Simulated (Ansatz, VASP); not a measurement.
## Two plane-wave programs on Si

File INCAR:

```
ALGO = Normal
EDIFF = 1E-6
EDIFFG = -0.005
ENCUT = 600
GGA = PE
IBRION = 2
ISIF = 3
ISMEAR = -1
IVDW = 13
LASPH = True
LCHARG = False
LREAL = False
LWAVE = False
NELM = 60
NSW = 80
PREC = Accurate
SIGMA = 0.15
```

The input KPOINTS:

```
k-points
0
Gamma
  17 17 17
```

File POSCAR:

```
Si
1.0
    0.0000000000      1.6700000000      1.6700000000
    1.6700000000      0.0000000000      1.6700000000
    1.6700000000      1.6700000000      0.0000000000
Si
1
Direct
    0.0000000000      0.0000000000      0.0000000000
```

Input for Ansatz:

```yaml
crystal:
  lattice:
    - [0.0, 1.67, 1.67]
    - [1.67, 0.0, 1.67]
    - [1.67, 1.67, 0.0]
  atoms:
    - { symbol: Si, position: [0.0, 0.0, 0.0] }
basis:
  ecutwfc: 450.0
kpoints:
  mp_grid:
    grid: [17, 17, 17]
hamiltonian:
  xc: pbe
  dispersion: d4
scf:
  occupations:
    method: fermi_dirac
    width: 0.15
relax:
  f_tol: 0.005
  max_steps: 60
  cell: {}
```

This isn't the form of Si at room conditions, which is diamond.

Alike in both runs: task relaxation of cell and atoms; functional PBE; dispersion D4; k mesh 17 × 17 × 17; occupations fermi-dirac, width 0.15 eV; no spin polarisation.

|  | VASP | Ansatz |
| --- | --- | --- |
| version | VASP 6.6.1 | Ansatz 0.2.0 |
| potentials or method | VASP PAW PBE potentials, release 64 (Si) | plane waves, PAW |
| plane-wave cutoff (eV) | 600 | 450 |
| valence electrons in the cell | 4 | 4 |

Ansatz gave:

| Property | Result |
| --- | --- |
| relaxed volume (Å³/atom) | 13.73 |
| relaxed cell length with the largest relative difference (Å) | 2.688 |
| energy change over the relaxation (meV/atom) | -828 |

Problem. Which values does VASP return?

Solution. Relaxed volume (Å³/atom): 13.73; relaxed cell length with the largest relative difference (Å): 2.688; energy change over the relaxation (meV/atom): -821.

Caveats: the volume moved by over 15 % at a fixed basis, so the end points are rough (VASP); the volume moved by +47 % from the deposited cell, more than functionals usually miss; pairwise dispersion overbinds metals, which lowers pressure and volume. Zero-point motion and thermal expansion aren't in these numbers.
